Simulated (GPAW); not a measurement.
Records of electronic-structure calculations.

**How the form of the self-energy moves the gap of CaSe (Fm-3m)**

Symmetry: Fm-3m, No. 225, cubic system. The conventional cell has a = 5.912 Å, b = 5.912 Å, c = 5.912 Å, α = 90.00°, β = 90.00°, γ = 90.00°. Ca has 6 Se at 2.96 Å nearest. Se has 6 Ca at 2.96 Å nearest. Farther neighbours and most contacts between anions are not listed.

```xyz
2
Lattice="0.0000 2.9560 2.9560 2.9560 0.0000 2.9560 2.9560 2.9560 0.0000" Properties=species:S:1:pos:R:3 pbc="T T T"
Ca    0.0000    0.0000    0.0000
Se    2.9560    2.9560    2.9560
```

* method: DFT, PBE, plane waves, PAW (and 3 further levels or steps)
* program: GPAW 26.7.0
* settings of one run: cutoff 450 eV, GPAW PAW setups 1.2.1 data release, 4×4×4 k-mesh, nbands 473
* cost: 6 runs, 16 min in all on 4 MPI ranks of Arm Neoverse V1, shared host (the runs of this entry)
* notes: The database entry behind the starting cell differs from later determinations by our own check (0.1 to 0.3 % short, probably kX units). The cell and positions come from the Crystallography Open Database and are kept as given unless a step says otherwise. Limits: no spin-orbit coupling. Bands and cutoff are finite, so the gap is not at the basis limit. The miss can reach some tenths of an eV and take either sign; the mesh is an error of its own. The 4×4×4 mesh is coarse for this cell, which bears on the long-range parts of exchange and screening.
* G0W0, Godby-Needs plasmon pole: 3.740 eV
* one-shot HSE06: 3.136 eV
* G0W0, extrapolated in the cutoff: 3.814 eV
* one-shot PBE0: 3.832 eV
* G0W0, full frequency, Hilbert transform: 3.757 eV
* known limits: not at the basis limit; no spin-orbit coupling; coarse k mesh

One-shot HSE06: −0.605 eV against G0W0, Godby-Needs plasmon pole. G0W0, extrapolated in the cutoff: +0.074 eV against G0W0, Godby-Needs plasmon pole, at other bands or cutoff, so not like for like.

[Paths, hosts, dates, memory and timing lines, banners, echoed tables and standing remarks are left out of the program output.]

[Logs are printed without paths, hosts, clocks, repeated set-up lines and the standing remarks that a program may print on its own settings, such as how far it seeks lower states.]

[Runs of the session that timed out or met a known fault of the program may be left out.]

[Hosts, paths, dates, database ids (printed as entryN), source tags and the programs' standing remarks are cut or masked in the printed files.]
